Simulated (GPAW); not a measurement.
Write an ASE script for GPAW 26.7.0 that does the following.

* Task: dielectric tensor
* Functional: AM05
* Potentials or basis: PAW data sets generated in the run's folder for this functional
* Cutoff: 400 eV
* Basis: pw
* k mesh: 6 × 6 × 6
* Occupations: fermi-dirac, width 0.001 eV
* Spin: no spin polarisation
* Response ecut: 80 eV
* Maxiter: 150
* Response k mesh: 18 × 18 × 18
* Response bands: 30
* Kernels: ["RPA"]
* Coarser k mesh: 18 × 18 × 18

The structure of SnTe lies in POSCAR:

```
SnTe
1.0
    0.0000000000      3.1508500000      3.1508500000
    3.1508500000      0.0000000000      3.1508500000
    3.1508500000      3.1508500000      0.0000000000
Te Sn
1 1
Direct
    0.5000000000      0.5000000000      0.5000000000
    0.0000000000      0.0000000000      0.0000000000
```

The input as run:

run.py

```python
import numpy as np
from ase.dft.bandgap import bandgap
from ase.io import read, write
from gpaw import GPAW, PW, setup_paths
from gpaw.response.df import DielectricFunction

setup_paths.insert(0, '.')

atoms = read('POSCAR')

calc = GPAW(mode=PW(400),
            xc='AM05',
            kpts={'size': (6, 6, 6), 'gamma': True},
            occupations={'name': 'fermi-dirac', 'width': 0.001},
            nbands=19,
            convergence={'density': 1e-06},
            maxiter=150,
            txt='gpaw.txt')
atoms.calc = calc
energy = atoms.get_potential_energy()
calc.write('gs.gpw')
write('result.traj', atoms)
print(f'Energy: {energy:.6f} eV')
print('Fermi level:', round(calc.get_fermi_level(), 4), 'eV')
print(f'Gap: {bandgap(calc)[0]:.4f} eV, direct: {bandgap(calc, direct=True)[0]:.4f} eV')

for size in [(18, 18, 18)]:
    name = 'x'.join(str(n) for n in size)
    dense = calc.fixed_density(kpts={'size': size, 'gamma': True},
                               nbands=36, convergence={'bands': 30, 'eigenstates': 1e-7},
                               update_fermi_level=True, txt=f'dense-{name}.txt')
    dense.write(f'{name}.gpw', mode='all')
    df = DielectricFunction(f'{name}.gpw', frequencies=np.array([0.0]), hilbert=False, eta=0.001,
                            ecut=80, nbands=30, intraband=False, txt=f'df-{name}.txt')
    for xc in ['RPA']:
        for direction in ['x', 'y', 'z', [0, 1, 1], [1, 0, 1], [1, 1, 0]]:
            e0, e = df.get_macroscopic_dielectric_constant(xc=xc, direction=direction)
            print(f'{name} {xc} {direction}: {e0:.4f} without, {e:.4f} with local fields')
```

Potentials or basis: PAW data sets generated in the run's folder for this functional, pw.

The run is started by

```sh
$ gpaw-setup -f AM05 Sn Te
$ OMP_NUM_THREADS=1 python run.py
```

Results of the run:

```
Band gap on the k mesh                  : 0.12 eV, direct
Electronic dielectric tensor (diagonal) : 70.55
```

Caveat: the gap is small at this level, which inflates the dielectric constant; the long-wavelength limit can be off by a per cent or two; spin-orbit coupling is left out, which moves the levels of the heavy elements.

Wall time 3.5 min on 1 thread of Arm Neoverse V2, on a shared host, peak memory 0.46 GiB.
